An engineer who wants the band gap of black phosphorus has to choose a k-mesh, the grid of electron wave vectors on which the crystal is calculated. Paying for the densest mesh looks safe, and for energy, pressure and forces it is. For the gap it is a poor choice: 11,11,8 gives 0.175 eV, nearly twice the 0.094 eV of the cheaper 8,8,6.

Black phosphorus (Cmce, 4-atom cell) at fixed geometry, computed with Quantum ESPRESSO 7.5 using PBE without spin polarisation, SPMS 1.0 norm-conserving pseudopotentials, a 544.228 eV wave cutoff and Methfessel-Paxton smearing of 0.136 eV. The sweep value is the k-mesh; energies are free energies, and force miss is the largest component difference from the densest mesh.

```csv
sweep value,energy less tightest (meV/atom),pressure (GPa),gap (eV),force miss (eV/Å)
"1,1,1",1220.1,7.864,1.732,2.202
"2,2,2",302.2,4.059,0.073,0.565
"4,4,3",32.4,2.238,0.090,0.055
"5,5,4",9.2,2.150,0.436,0.036
"6,6,4",4.5,2.105,0.093,0.021
"7,7,5",1.9,2.061,0.283,0.019
"8,8,6",0.7,2.041,0.094,0.006
"10,10,7",0.1,2.039,0.000,0.001
"11,11,8",0.0,2.034,0.175,0.000
```

The first two rows already show that the gap follows a rule of its own. With 2,2,2 the energy is still 302 meV/atom above that of the densest mesh and the forces are off by up to 0.565 eV/Å, so the electron density is poor. Yet its gap of 0.073 eV lies within about 0.02 eV of the value at 8,8,6, closer than the densest mesh comes. With 1,1,1, which samples only the zone centre, the gap is 1.732 eV.

From 4,4,3 to 8,8,6 the gap alternates. Meshes whose first two divisions are even (4, 6 and 8) agree on about 0.09 eV, whereas 5 and 7 give 0.436 and 0.283 eV. The energy has no such zigzag: its distance from the densest mesh shrinks by a factor of 2.6 on average for each added division. An energy is a sum over the whole mesh, in which the errors of a smoothly varying function largely cancel, but a gap is read from the few points nearest the band edges.

In black phosphorus, by its well-established band structure, both edges lie at one point, called Z, with coordinates (½,½,0) in this cell. There the coupling between the layers brings the filled and empty bands closest together. A mesh that starts at the zone centre has first and second coordinates that are multiples of $1/n$, where $n$ is the first number of the sweep value. If $n$ is even, ½ is among them; if $n$ is odd, the mesh steps over Z, and the gap it reports is too wide. The settings listed above don't say where the mesh starts, but the pattern of the gaps fits a start at the zone centre.

How much too wide follows from the shape of the bands. The nearest points of an odd mesh miss ½ by $1/(2n)$ in both coordinates, upwards in one and downwards in the other. Such a step runs across the layers, along the line from Z to the zone centre, and covers a fraction $1/n$ of its length. Close to a band edge the energy changes with the square of the distance, so

$$E_\mathrm{gap}(n) \approx E_Z + \frac{C}{n^2} \quad (n\ \text{odd}),$$

where $E_Z$ is the gap at Z and $C$ measures how steeply the bands separate across the layers.

This can be tried on the densest mesh. At $n=7$ the gap exceeds that of 8,8,6 by 0.189 eV. Going to $n=11$ should shrink the excess to $(7/11)^2 \approx 0.40$ of its size, or about 0.08 eV, which is what the table has. The last row is therefore as regular as its odd neighbours, and its excess comes from where the mesh points fall.

The output below shows a least-squares fit of the formula to the odd rows 5, 7 and 11, so the row just worked was part of it. Its limit for large $n$ is 0.11 eV, close to the even rows, which were not used. Three rows can't fix that limit sharply, and the parabola fails far from Z: for 1,1,1 it predicts about 8 eV.

The row 10,10,7 breaks the rule itself. Its mesh contains Z, so it should repeat the 0.09 eV of the other even meshes, but it reports zero. Energy and pressure pass through this row undisturbed and give no sign that the crystal has turned into a metal there. A possible cause, untested here, is the smearing of the occupations, which is about 1.4 times as wide as the gap: the Fermi level may have slipped into a band, so that the program no longer recognises a gap.

Graphene is a simpler case of the same trap. Its bands touch at a corner of the zone with coordinates of one third and two thirds, so an unshifted mesh finds the touching point only if its division is a multiple of three. The likeness ends with the size of the error: graphene's bands separate linearly, so a mesh that misses the point is wrong by an amount that falls as $1/n$, not $1/n^2$.

The same reasoning covers a neighbouring series, in which the mesh is shifted by half a step along its first two directions. The roles are then exchanged: odd divisions contain Z and even ones miss it. For an unshifted mesh, the inverse-square law asks for an odd division of about 31 to bring the gap within 0.01 eV of the 8,8,6 value. It is far cheaper to take the density from a mesh such as 8,8,6, whose energy is within 1 meV/atom of the densest one, and to compute the bands along lines through Z, which also shows whether the edges lie exactly there.

Agreement with experiment would be a bad guide to the mesh. The measured gap is roughly 0.3 eV, which 7,7,5 seems to match, but its sampling error merely offsets the well-known tendency of PBE to make gaps too small. The fixed cell matters too: a pressure of 2.03 GPa remains with the densest mesh, so the cell is not relaxed for these settings, and no finer mesh can cure that.

Numerical output:

```
fit of result_gap on 3 rows (odds): constant 0.1106 +/- 0.0077, coefficient of off2 8.185 +/- 0.29; rms 0.0038, worst 7,7,5 -0.00532, leave-one-out rms 0.0152
  rows outside the fit (model, value, miss): 1,1,1 8.296, 1.732, 6.56; 2,2,2 0.1106, 0.073, 0.0376; 4,4,3 0.1106, 0.09, 0.0206; 6,6,4 0.1106, 0.093, 0.0176; 8,8,6 0.1106, 0.094, 0.0166; 10,10,7 0.1106, 0, 0.111
Gap in eV and energy error in meV per atom:
      row  offset_from_Z  gap_above_886  parabola  cosine_band  energy_error  constant_factor
    1,1,1              1          1.638     8.296        1.732          1220              575
    2,2,2              0         -0.021    0.1106        0.094         302.2            220.4
    4,4,3              0         -0.004    0.1106        0.094          32.4             32.4
    5,5,4            0.2          0.342     0.438       0.2504           9.2            12.42
    6,6,4              0         -0.001    0.1106        0.094           4.5            4.762
    7,7,5         0.1429          0.189    0.2777       0.1751           1.9            1.826
    8,8,6              0              0    0.1106        0.094           0.7              0.7
  10,10,7              0         -0.094    0.1106        0.094           0.1           0.1029
  11,11,8        0.09091          0.081    0.1783       0.1272             0          0.03945
Reduced mass across the layers from meshes 5 and 7 and 11, in electron masses: 5,5,4 0.1473, 7,7,5 0.136, 11,11,8 0.1285
Zigzag offset over stacking offset of the nearest points, ratio: 3.312
Gap of 11,11,8 over gap of 8,8,6, ratio: 1.862
Odd-mesh intercept less gap of 8,8,6, in eV: 0.01664
Odd division needed for a gap error of 0.01 eV by the inverse-square law: 31.31
Factor by which the energy error falls per division between 4 and 8: 2.608
Gap of 10,10,7 less gap of 8,8,6, in eV: -0.094
Smearing width over gap of 8,8,6, ratio: 1.447
```
